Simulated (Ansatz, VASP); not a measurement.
# Two plane-wave programs on HfC

```xyz
4
Lattice="3.3429 0.0000 0.0000 -1.6714 2.8950 0.0000 0.0000 0.0000 5.2027" Properties=species:S:1:pos:R:3 pbc="T T T"
Hf    1.6714    0.9650    3.9020
Hf    0.0000    1.9300    1.3007
C     0.0000    0.0000    0.0000
C     0.0000    0.0000    2.6014
```

The cell comes from a database or a generator and needn't be the stable form of this composition.

Alike in both runs: task single point; functional LDA; k mesh 9 × 9 × 5; occupations fermi-dirac, width 0.1 eV; no spin polarisation.

```csv
,VASP,Ansatz
version,VASP 6.6.1,Ansatz 0.2.0
potentials or method,"VASP PAW LDA potentials, release 64 (Hf_pv, C)","plane waves, PAW"
plane-wave cutoff (eV),520,420
valence electrons in the cell,28,60
```

```tsv
	VASP	Ansatz	Ansatz less VASP
gap on the k mesh at the Fermi level (eV)	none	none	-
pressure (GPa)	-12.4	-12.6	-0.24
largest component of the traceless stress (GPa)	2.03	2.03	+0.004
```

A gap of «none» marks a metal or a gap that the smearing closes. The two sets of potentials don't hold the same shells in valence.

Spin-orbit coupling is left out, which matters for the levels of Hf.
